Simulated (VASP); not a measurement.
# In7Se8 (a cell with a defect) in VASP: further runs, part 2 of 2

VASP 6.6.1. The steps go on from the part before.

### Step 3. Single point, PBE

Contents of INCAR:

```
SYSTEM = In7Se8
  ALGO = Fast
  EDIFF = 1E-6
  ENCUT = 520
  GGA = PE
  ISIF = 2
  ISMEAR = -1
  LASPH = .True.
  LCHARG = .False.
  LREAL = Auto
  LWAVE = .False.
  NBANDS = 82
  NELM = 100
  PREC = Accurate
  SIGMA = 0.05
```

Contents of KPOINTS:

```
k-points
0
Gamma
  2 2 3
  0 0 0
```

Contents of POSCAR:

```
In7Se8
1.0
   11.0195290000      0.0000000000      0.0000000000
    0.0000000000      8.2196480000      0.0000000000
    0.2251900000      0.0000000000      4.6043030000
Se In
8 7
Direct
    0.1549649981      0.2641131348      0.5042617743
    0.8562075123      0.2758097427      0.4640680685
    0.3450189263     -0.0083916002      0.0012564334
    0.6610756765      0.0032098698      0.9554616627
    0.1464846058      0.7074469612      0.5655874516
    0.8531124104      0.7411032687      0.4653983459
    0.3966838190      0.4952253430     -0.0058610391
    0.6129564984      0.5001851661      0.9605403902
    0.3845476640      0.2365739993      0.6031034448
    0.6253373047      0.2435857351      0.3572558105
    0.1147613807      0.0022913390      0.8303061289
    0.8907402987      0.0091609762      0.1369219185
    0.3822046803      0.7522623840      0.5996156204
    0.6225882602      0.7592349453      0.3473405204
    1.0104664990      0.5199183712      0.1185714754
```

Potentials or basis: VASP PAW PBE potentials, release 64 (Se, In_d).

Run with:

```bash
> cat potpaw_PBE.64/Se/POTCAR potpaw_PBE.64/In_d/POTCAR > POTCAR
> mpirun -np 1 vasp_std > vasp.out
```

OUTCAR:

```text
SYSTEM = In7Se8
   EDIFF = 1E-6
   ENCUT = 520
   GGA = PE
   ISIF = 2
   ISMEAR = -1
   LASPH = .True.
   LREAL = Auto
   NELM = 100
   PREC = Accurate

 ion  position               nearest neighbor table
   1  0.155  0.264  0.504-   9 2.60  11 2.65  15 3.22
   2  0.856  0.276  0.464-  10 2.63  12 2.68  15 3.03
   3  0.345  0.992  0.001-  11 2.69  13 2.72   9 2.74
   4  0.661  0.003  0.955-  12 2.70  14 2.72  10 2.72
   5  0.146  0.707  0.566-  13 2.64  11 2.73  15 3.03  15 3.28
   6  0.853  0.741  0.465-  14 2.63  12 2.69  15 2.93
   7  0.397  0.495  0.994-   8 2.38   9 2.79  13 2.80
   8  0.613  0.500  0.961-   7 2.38  14 2.78  10 2.80
   9  0.385  0.237  0.603-   1 2.60   3 2.74   7 2.79  10 2.83  11 3.65  13 3.98
  10  0.625  0.244  0.357-   2 2.63   4 2.72   8 2.80   9 2.83  12 3.61  14 3.98
  11  0.115  0.002  0.830-   1 2.65   3 2.69   5 2.73  12 2.78   9 3.65  13 3.71
[... 883 lines left out ...]

  FORCE on cell =-STRESS in cart. coord.  units (eV):
  Direction    XX          YY          ZZ          XY          YZ          ZX
  --------------------------------------------------------------------------------------
  -------------------------------------------------------------------------------------
  Total        5.0061233      3.2427930      0.6369081     -1.1436596      0.4955087      1.0082895
  in kB       19.2323331     12.4580381      2.4468491     -4.3936676      1.9036263      3.8736080
  external PRESSURE =      11.3790735 kB  Pullay stress =       0.0000000 kB

 VOLUME and BASIS-vectors are now :
 -----------------------------------------------------------------------------
  energy-cutoff  :      520.00
  volume of cell :      417.04
      direct lattice vectors                 reciprocal lattice vectors
    11.019529000  0.000000000  0.000000000     0.090747980  0.000000000 -0.004438356
     0.000000000  8.219648000  0.000000000     0.000000000  0.121659711  0.000000000
     0.225190000  0.000000000  4.604303000     0.000000000  0.000000000  0.217188139

 POSITION                                       TOTAL-FORCE (eV/Angst)
 -----------------------------------------------------------------------------------
      1.82120      2.17092      2.32177        -0.017550      0.021219     -0.030264
      9.53951      2.26706      2.13671        -0.013238      0.007952      0.009765
      3.80223      8.15067      0.00579         0.003619      0.001276     -0.001334
      7.49990      0.02638      4.39923         0.016868      0.002638      0.000368
      1.74156      5.81496      2.60414        -0.007417      0.006999      0.027377
      9.50570      6.09161      2.14284        -0.022268      0.037889      0.003613
      4.59514      4.07058      4.57732        -0.021765      0.003344      0.020081
      6.97080      4.11135      4.42262         0.062009     -0.006565      0.016889
      4.37335      1.94456      2.77687         0.004539     -0.020387     -0.022008
      6.97137      2.00219      1.64491        -0.003525      0.007945     -0.009285
      1.45159      0.01883      3.82298        -0.023208     -0.012697      0.006520
      9.84637      0.07530      0.63043        -0.031557     -0.013775     -0.033516
      4.34674      6.18333      2.76081         0.000680      0.009542     -0.005738
      6.93885      6.24064      1.59926         0.021168     -0.000918     -0.020913
      0.14204      4.27355      0.54594         0.031644     -0.044460      0.038443
 -----------------------------------------------------------------------------------
    total drift:                                0.004723     -0.027305     -0.003307

  FREE ENERGIE OF THE ION-ELECTRON SYSTEM (eV)
  ---------------------------------------------------
  free  energy   TOTEN  =       -51.3432428447 eV

  energy  without entropy=      -51.3156319504  energy(sigma->0) =      -51.32943740
```

stdout:

```text
POSCAR found type information on POSCAR SeIn
 POSCAR found :  2 types and      15 ions
 scaLAPACK will be used
 LDA part: xc-table for (Slater+PW92), standard interpolation
 POSCAR, INCAR and KPOINTS ok, starting setup
 FFT: planning ... GRIDC
 FFT: planning ... GRID_SOFT
 FFT: planning ... GRID
 WAVECAR not read
 entering main loop
```

It took 9.8 min on 1 thread of Intel Xeon Platinum 8488C (Sapphire Rapids), shared host; peak memory 0.52 GiB.

What came out:

```
Free energy            : -51.3432 eV
Pressure               : 1.1 GPa
Largest force          : 0.067 eV/Å
Band gap on the k mesh : none (metal or under the smearing width)
```

Forces on the atoms (eV/Å):
```
Se  -0.018  0.021 -0.030
Se  -0.013  0.008  0.010
Se   0.004  0.001 -0.001
Se   0.017  0.003  0.000
Se  -0.007  0.007  0.027
Se  -0.022  0.038  0.004
Se  -0.022  0.003  0.020
Se   0.062 -0.007  0.017
In   0.005 -0.020 -0.022
In  -0.004  0.008 -0.009
In  -0.023 -0.013  0.007
In  -0.032 -0.014 -0.034
In   0.001  0.010 -0.006
In   0.021 -0.001 -0.021
In   0.032 -0.044  0.038
```

Stress tensor (GPa, compression positive):
```
 1.92 -0.44  0.39
-0.44  1.25  0.19
 0.39  0.19  0.24
```

Caveat: the k mesh is coarse (spacing up to 0.45 Å⁻¹), so the values aren't converged.

### Step 4. Single point, PBE

Contents of INCAR:

```
  PREC = Accurate
  ENCUT = 520
  EDIFF = 1E-6
  ISMEAR = -1
  SIGMA = 0.05
  LREAL = Auto
  LASPH = T
  NELM = 100
  ALGO = Fast
  ISIF = 2
  LWAVE = F
  LCHARG = F
  GGA = PE
  NBANDS = 82
```

Contents of KPOINTS:

```
regular mesh
0
Gamma
  2 2 3
```

Contents of POSCAR:

```
In7Se8
1.0
   11.0195290000      0.0000000000      0.0000000000
    0.0000000000      8.2196480000      0.0000000000
    0.2251900000      0.0000000000      4.6043030000
Se In
8 7
Direct
    0.1630808200      0.2419024513      0.4445986722
    0.8605289279      0.2791050176      0.4729762572
    0.3533549565     -0.0137772323     -0.0228171343
    0.6648196576      0.0104059201      0.9449065363
    0.1451501554      0.6891488541      0.6253637087
    0.8526099477      0.7554565597      0.4720145481
    0.4014912065      0.4920985668     -0.0220702243
    0.6179442876      0.5013889889      0.9446778372
    0.3896271056      0.2334106035      0.5813038369
    0.6308654456      0.2502226373      0.3489494501
    0.1201359103      0.0079666429      0.8370391784
    0.8934125656      0.0168036393      0.1256331306
    0.3836256290      0.7458953230      0.5778820377
    0.6247962450      0.7624741351      0.3256701394
    1.0138599363      0.5286149723      0.1893913150
```

Potentials or basis: VASP PAW PBE potentials, release 64 (Se, In_d).

Run with:

```bash
> cat potpaw_PBE.64/Se/POTCAR potpaw_PBE.64/In_d/POTCAR > POTCAR
> mpirun -np 1 vasp_std > vasp.out
```

OUTCAR:

```text
PREC = Accurate
   ENCUT = 520
   EDIFF = 1E-6
   ISMEAR = -1
   LREAL = Auto
   LASPH = T
   NELM = 100
   ISIF = 2
   GGA = PE

 ion  position               nearest neighbor table
   1  0.163  0.242  0.445-   9 2.61  11 2.67  15 3.14
   2  0.861  0.279  0.473-  10 2.63  12 2.70  15 2.92
   3  0.353  0.986  0.977-  11 2.69  13 2.71   9 2.75
[... 902 lines left out ...]
  energy-cutoff  :      520.00
  volume of cell :      417.04
      direct lattice vectors                 reciprocal lattice vectors
    11.019529000  0.000000000  0.000000000     0.090747980  0.000000000 -0.004438356
     0.000000000  8.219648000  0.000000000     0.000000000  0.121659711  0.000000000
     0.225190000  0.000000000  4.604303000     0.000000000  0.000000000  0.217188139

 POSITION                                       TOTAL-FORCE (eV/Angst)
 -----------------------------------------------------------------------------------
      1.89719      1.98835      2.04707        -0.011730      0.001847     -0.003596
      9.58913      2.29414      2.17773         0.003425      0.009799      0.011152
      4.11386      8.10640      4.49925         0.000465      0.003996      0.006862
      7.53878      0.08553      4.35064        -0.005216      0.008367     -0.011810
      1.74031      5.66456      2.87936         0.000806     -0.002251     -0.001150
      9.50165      6.20959      2.17330        -0.000432     -0.011610      0.002473
      4.64446      4.04488      4.50269        -0.028814     -0.004256      0.009895
      7.02219      4.12124      4.34958         0.026380      0.003266     -0.012671
      4.42441      1.91855      2.67650         0.004618      0.003351     -0.008437
      7.03042      2.05674      1.60667        -0.003508     -0.004622      0.008103
      1.51233      0.06548      3.85398         0.015507     -0.000858     -0.000214
      9.87328      0.13812      0.57845         0.008554     -0.002852     -0.006522
      4.35751      6.13100      2.66074         0.012946      0.006747     -0.009428
      6.95830      6.26727      1.49948        -0.020342     -0.020386      0.022766
      0.19538      4.34503      0.87201        -0.002657      0.009461     -0.007422
 -----------------------------------------------------------------------------------
    total drift:                                0.030133      0.005652      0.013234

  FREE ENERGIE OF THE ION-ELECTRON SYSTEM (eV)
  ---------------------------------------------------
  free  energy   TOTEN  =       -51.3685174010 eV

  energy  without entropy=      -51.3348846961  energy(sigma->0) =      -51.35170105
```

Run time: 17 min. Hardware: 1 thread of AMD EPYC 7R43 (Zen 3), shared host; peak memory 0.47 GiB.

What came out:

* Free energy: -51.3685 eV
* Pressure: 1.4 GPa
* Largest force: 0.037 eV/Å
* Band gap on the k mesh: none (metal or under the smearing width)

Forces on the atoms (eV/Å):
```
Se  -0.012  0.002 -0.004
Se   0.003  0.010  0.011
Se   0.000  0.004  0.007
Se  -0.005  0.008 -0.012
Se   0.001 -0.002 -0.001
Se   0.000 -0.012  0.002
Se  -0.029 -0.004  0.010
Se   0.026  0.003 -0.013
In   0.005  0.003 -0.008
In  -0.004 -0.005  0.008
In   0.016 -0.001  0.000
In   0.009 -0.003 -0.007
In   0.013  0.007 -0.009
In  -0.020 -0.020  0.023
In  -0.003  0.009 -0.007
```

Stress tensor (GPa, compression positive):
```
 2.11 -0.88  0.10
-0.88  1.34  0.54
 0.10  0.54  0.70
```

Caveat: the k mesh is coarse (spacing up to 0.45 Å⁻¹), so the values aren't converged.
